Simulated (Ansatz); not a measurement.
MnO:

```
Mn O
1.0
     2.97129   -1.71698    0.00000
     2.97129    1.71698    0.00000
    -1.98463    0.00000    2.81031
Mn O
1 1
Direct
  0.50020 0.50020 0.50067
  0.74980 0.74980 0.24934
```

The cell comes from a database or a generator and needn't be the stable form of this composition.

Base run:

```yaml
Program: Ansatz 0.2.0
Functional: LDA
Potentials_or_basis: all-electron LAPW, scalar-relativistic
Cutoff: 365 eV (chosen from the basis error)
Basis_error_allowed: 0.001 eV/atom
k_mesh: 9 × 9 × 9
Occupations: fermi-dirac, width 0.05 eV
Spin: collinear spin, ferromagnetic start
Starting_moments: "[4.0, 0.0] μB"
```

Its results: pressure -12.9 GPa; net moment 4.97 μB per cell; site moments Mn +4.30; O +0.22 μB.

**Question.** The run is repeated on the same cell with these changes: functional from LDA to PBE. What comes out?

**Answer.** Pressure -3.9 GPa; net moment 5.00 μB per cell; site moments Mn +4.35; O +0.21 μB.

PBE binds less tightly than LDA, so the same cell stands under more pressure.

Caveats: a cell with one magnetic atom can't hold antiferromagnetic order, which such compounds often take.
